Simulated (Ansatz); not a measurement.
**N: the band gap up the ladder of functionals**

An exercise on one series of results from a longer session: the logs are not shown, and one member is left open.

The runs shown are made with Ansatz 0.2.0. PAW datasets, plane waves. (Simulation; spin polarisation is off.)

## The cell

The cell was relaxed beforehand with r2SCAN+rVV10.

The symmetry is Pa-3 (No. 205, cubic); a = 5.472 Å in the conventional setting, 20.49 Å³ an atom. Near N stand 1 N at 1.09 Å.

Coordinates:

```cif
data_structure
_symmetry_space_group_name_H-M 'P 1'
_symmetry_Int_Tables_number 1
_cell_length_a 5.4725
_cell_length_b 5.4725
_cell_length_c 5.4725
_cell_angle_alpha 90.000
_cell_angle_beta 90.000
_cell_angle_gamma 90.000
_cell_volume 163.89
loop_
_atom_site_label
_atom_site_type_symbol
_atom_site_fract_x
_atom_site_fract_y
_atom_site_fract_z
_atom_site_occupancy
N1 N 0.05777 0.05777 0.05777 1
N2 N 0.44223 0.94223 0.55777 1
N3 N 0.55777 0.44223 0.94223 1
N4 N 0.94223 0.55777 0.44223 1
N5 N 0.94244 0.94244 0.94244 1
N6 N 0.55756 0.05756 0.44244 1
N7 N 0.44244 0.55756 0.05756 1
N8 N 0.05756 0.44244 0.55756 1
```

The first run:

Input file input.yaml:

```yaml
crystal:
  lattice:
    - [5.4724804551, 0.0, 0.0]
    - [0.0, 5.4724804551, 0.0]
    - [0.0, 0.0, 5.4724804551]
  atoms:
    - { symbol: "N", position: [0.0577722265, 0.0577722265, 0.0577722265] }
    - { symbol: "N", position: [0.4422277735, 0.9422277735, 0.5577722265] }
    - { symbol: "N", position: [0.5577722265, 0.4422277735, 0.9422277735] }
    - { symbol: "N", position: [0.9422277735, 0.5577722265, 0.4422277735] }
    - { symbol: "N", position: [0.9424410406, 0.9424410406, 0.9424410406] }
    - { symbol: "N", position: [0.5575589594, 0.0575589594, 0.4424410406] }
    - { symbol: "N", position: [0.4424410406, 0.5575589594, 0.0575589594] }
    - { symbol: "N", position: [0.0575589594, 0.4424410406, 0.5575589594] }
kpoints:
  mp_grid: { grid: [6, 6, 6] }
  band_path:
    path:
      - [[0.0, 0.0, 0.0], [6.086604268506e-50, 0.5, -6.569359651445e-34], [0.5, 0.5, 1.40771992531e-33], [0.0, 0.0, 0.0], [0.5, 0.5, 0.5], [6.086604268506e-50, 0.5, -6.569359651445e-34]]
      - [[0.5, 0.5, 0.5], [0.5, 0.5, 1.40771992531e-33], [0.5, -2.416585871782e-33, 2.064655890454e-33]]
    npoints: 10
hamiltonian:
  xc: pbe
scf:
  occupations: { method: fermi_dirac, width: 0.02 }
  n_extra_bands: 6
output:
  forces: true
  stress: true
  eigenvalues: true
```

Run with:

```console
> ansatz run input.yaml --threads 4 --pin off --max-ram 6451MiB --backend cpu --events-out ev --progress --plain --runs-dir out
```

Steps of the session up to this table: Band structure with PBE; r2SCAN; HSE06; PBE0.

One table of the session follows, with a row left open; its other results are not shown here.

| level | gap (eV) |
| --- | --- |
| PBE | ? |
| r2SCAN | 8.00 |
| HSE06 | 9.64 |
| PBE0 | 10.45 |

Estimate the missing values for PBE.

As computed: gap (eV): 7.34. In the column «gap (eV)» it is the lowest.

Meshes: PBE 6×6×6, r2SCAN 6×6×6, HSE06 4×4×4, PBE0 4×4×4

Against HSE06, PBE is short by 2.30 eV, at 76 % of it, and r2SCAN 83 %. PBE0 lies 0.80 eV above HSE06, which differs from it by screening the long-range exchange.

Limits of these values: Warnings in the runs' records: stress scf threshold loose, stress exchange threshold loose.
